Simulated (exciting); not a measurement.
# KF (Carobbiite): the F K edge from the Bethe–Salpeter equation

Aim: the F K absorption edge of KF (Carobbiite) with the electron–hole interaction treated explicitly, and what each term of the kernel does. The measurement to meet: F K-edge XANES, fluorescence yield on KF powder, reported in Investigation of per- and polyfluoroalkyl substances (PFAS) in soils and sewage sludges by fluorine K-edge XANES spectroscopy and combustion ion chromatography (pmc:8989862, 2021), with first feature at 686.8 eV, second feature at 691.7 eV and fourth feature at 698.3 eV.

Calculated with exciting sodium; X-ray absorption, core-level Bethe-Salpeter equation, exchange and statically screened direct term, Tamm-Dancoff, all-electron LAPW+lo PBEsol.

## 1. The structure

It takes space group Fm-3m (No. 225, cubic). Conventional cell: a = 5.344 Å, b = 5.344 Å, c = 5.344 Å, α = 90.00°, β = 90.00°, γ = 90.00°. Nearest to K lie 6 F at 2.67 Å. Nearest to F lie 6 K at 2.67 Å. Farther neighbours and most contacts between anions are not listed.

Structure file:

```xyz
2
Lattice="0.0000 2.6719 2.6719 2.6719 0.0000 2.6719 2.6719 2.6719 0.0000" Properties=species:S:1:pos:R:3 pbc="T T T"
K     0.0000    0.0000    0.0000
F     2.6719    2.6719    2.6719
```

Differences between curves are given as r.m.s. difference over r.m.s. height.

## 2. The self-consistent potential

The species files are the program's own, with muffin-tin radii set in the input.

Contents of input.xml:

```
<input>
  <title>KF</title>
  <structure speciespath="." autormt="false" epslat="1.0e-5">
    <crystal>
      <basevect>0.0000000000 5.0490647452 5.0490647452</basevect>
      <basevect>5.0490647452 0.0000000000 5.0490647452</basevect>
      <basevect>5.0490647452 5.0490647452 0.0000000000</basevect>
    </crystal>
    <species speciesfile="K.xml" rmt="2.464">
      <atom coord="0.0000000000 0.0000000000 0.0000000000"/>
    </species>
    <species speciesfile="F.xml" rmt="2.300">
      <atom coord="0.5000000000 0.5000000000 0.5000000000"/>
    </species>
  </structure>
  <groundstate do="fromscratch" xctype="GGA_PBE_SOL" ngridk="5 5 5" rgkmax="7" gmaxvr="14" nempty="8" swidth="0.001" maxscl="100" epsengy="1e-5"/>
</input>
```

The run is started by

```console
> OMP_NUM_THREADS=1 mpirun -n 4 exciting
```

What it wrote:

```text
EXCITING SODIUM started
********************************************************************************
* Ground-state run starting from atomic densities                              *
********************************************************************************
+ Starting initialization                                                      +
 Lattice vectors (cartesian) :
      0.0000000000      5.0490647452      5.0490647452
      5.0490647452      0.0000000000      5.0490647452
      5.0490647452      5.0490647452      0.0000000000
 Reciprocal lattice vectors (cartesian) :
     -0.6222127883      0.6222127883      0.6222127883
      0.6222127883     -0.6222127883      0.6222127883
      0.6222127883      0.6222127883     -0.6222127883
 Unit cell volume                           :     257.4321684886
 Brillouin zone volume                      :       0.9635556228
 Species :    1 (K)
     parameters loaded from                 :    K.xml
     name                                   :    potassium
     nuclear charge                         :     -19.00000000
     electronic charge                      :      19.00000000
     atomic mass                            :   71271.84085000
     muffin-tin radius                      :       2.46400000
     # of radial points in muffin-tin       :     350
     atomic positions (lattice) :
       1 :   0.00000000  0.00000000  0.00000000
 Species :    2 (F)
     parameters loaded from                 :    F.xml
     name                                   :    fluorine
     nuclear charge                         :      -9.00000000
     electronic charge                      :       9.00000000
     atomic mass                            :   34631.97043000
     muffin-tin radius                      :       2.30000000
     # of radial points in muffin-tin       :     250
     atomic positions (lattice) :
       1 :   0.50000000  0.50000000  0.50000000
 Total number of atoms per unit cell        :       2
 Spin treatment                             :    spin-unpolarised
 Number of Bravais lattice symmetries       :      48
 Number of crystal symmetries               :      48
 k-point grid                               :       5    5    5
 Total number of k-points                   :      10
 k-point set is reduced with crystal symmetries
 R^MT_min * |G+k|_max (rgkmax)              :       7.00000000
 Species with R^MT_min                      :       2 (F)
 Maximum |G+k| for APW functions            :       3.04347826
 Maximum |G| for potential and density      :      14.00000000
 G-vector grid sizes                        :      32    32    32
 Total number of G-vectors                  :   11935
 Maximum angular momentum used for
     APW functions                          :       8
     computing H and O matrix elements      :       8
     potential and density                  :       8
     inner part of muffin-tin               :       2
 Total nuclear charge                       :     -28.00000000
 Total electronic charge                    :      28.00000000
 Total core charge                          :      12.00000000
 Total valence charge                       :      16.00000000
 Number of empty states                     :       8
 Total number of valence states             :      17
 Maximum Hamiltonian size                   :     142
 Maximum number of plane-waves              :     129
 Total number of local-orbitals             :      13
 Exchange-correlation type                  :      22
     PBEsol, Phys. Rev. Lett. 100, 136406 (2008)
     Generalised gradient approximation (GGA)
 Smearing scheme                            :    Gaussian
 Smearing width                             :       0.00100000
 Using multisecant Broyden potential mixing
+ Ending initialization                                                        +
********************************************************************************
* Groundstate module started                                                   *
********************************************************************************
 Output level for this task is set to normal
+ Self-consistent loop started                                                 +
 Density and potential initialised from atomic data
+ SCF iteration number :    1                                                  +
 Total energy                               :      -703.26251997
 _______________________________________________________________
 Fermi energy                               :        -0.03889869
 Kinetic energy                             :       704.35649191
 Coulomb energy                             :     -1364.56989108
 Exchange energy                            :       -41.80188634
 Correlation energy                         :        -1.24723445
 DOS at Fermi energy (states/Ha/cell)       :         0.00000000
 Electron charges :
     core                                   :        12.00000000
     core leakage                           :         0.00000007
     valence                                :        16.00000000
     interstitial                           :         0.81320835
     charge in muffin-tin spheres :
                  atom     1     K          :        17.59960351
                  atom     2     F          :         9.58718813
     total charge in muffin-tins            :        27.18679165
     total charge                           :        28.00000000
 Estimated fundamental gap                  :         0.31355771
        valence-band maximum at    9      0.6000  0.4000  0.0000
     conduction-band minimum at    1      0.0000  0.0000  0.0000
[... further iterations ...]
| Convergence targets achieved. Performing final SCF iteration                 +
 Total energy                               :      -701.04624828
 _______________________________________________________________
 Fermi energy                               :         0.03137633
 Kinetic energy                             :       704.88459074
 Coulomb energy                             :     -1363.14992880
 Exchange energy                            :       -41.53666092
 Correlation energy                         :        -1.24424929
 DOS at Fermi energy (states/Ha/cell)       :         0.00000000
 Electron charges :
     core                                   :        12.00000000
     core leakage                           :         0.00000007
     valence                                :        16.00000000
     interstitial                           :         0.95464666
     charge in muffin-tin spheres :
                  atom     1     K          :        17.68524648
                  atom     2     F          :         9.36010686
     total charge in muffin-tins            :        27.04535334
     total charge                           :        28.00000000
 Estimated fundamental gap                  :         0.22262097
        valence-band maximum at    1      0.0000  0.0000  0.0000
     conduction-band minimum at    1      0.0000  0.0000  0.0000
+ Self-consistent loop stopped                                                 +
 STATE.OUT is written
********************************************************************************
* Groundstate module stopped                                                   *
********************************************************************************
 Total time spent (seconds)                 :        10.10
- CAUTION! Warnings have been written in file WARNING.OUT !                    -
| EXCITING SODIUM stopped                                                      =
```

Run time: 12 s. Hardware: 4 MPI ranks of Arm Neoverse V1, shared host.

The warnings file holds hints only, no warning.

The mesh shows a gap of 6.06 eV. Core levels (Dirac, from the valence top):

| atom | level | energy (eV) |
| --- | --- | --- |
| K | 1s1/2 | -3507.3 |
| K | 2s1/2 | -343.3 |
| K | 2p1/2 | -272.3 |
| K | 2p3/2 | -269.4 |
| F | 1s1/2 | -648.4 |

## 3. A richer basis for the empty states

Each species file gets more local orbitals, built from u and its energy derivative at 0.15 Ha and u at 0.9 Ha.

input.xml is that of step 2.

Contents of SPECIES.xml, added lines:

```
<lo l="L">  <!-- L = 0, 1, 2 -->
  <wf matchingOrder="0" trialEnergy="0.1500" searchE="false"/>
  <wf matchingOrder="1" trialEnergy="0.1500" searchE="false"/>
  <wf matchingOrder="0" trialEnergy="0.9000" searchE="false"/>
</lo>
```

The run is started by

```console
> OMP_NUM_THREADS=1 mpirun -n 4 exciting
```

What it wrote:

```text
EXCITING SODIUM started
********************************************************************************
* Ground-state run starting from atomic densities                              *
********************************************************************************
+ Starting initialization                                                      +
[... lattice and species ...]
 Spin treatment                             :    spin-unpolarised
 Number of Bravais lattice symmetries       :      48
[...]
+ Self-consistent loop stopped                                                 +
 STATE.OUT is written
********************************************************************************
* Groundstate module stopped                                                   *
********************************************************************************
 Total time spent (seconds)                 :        10.43
- CAUTION! Warnings have been written in file WARNING.OUT !                    -
| EXCITING SODIUM stopped                                                      =
[key lines of the parts left out:]
Total energy                               :      -701.04688985
Fermi energy                               :         0.03145435
```

Elapsed: 12 s, on 4 MPI ranks.

Against the first ground state the total energy moves by -9 meV an atom and the gap by -0.01 eV.

[end of part 1 of 3]

[Banner, clock and machine lines of the logs are left out without a mark of their own.]

[Logs are printed without paths, hosts, clocks, repeated set-up lines and the standing remarks that a program may print on its own settings, such as how far it seeks lower states.]

[Hosts, paths, dates, database ids (printed as entryN), source tags and the programs' standing remarks are cut or masked in the printed files.]
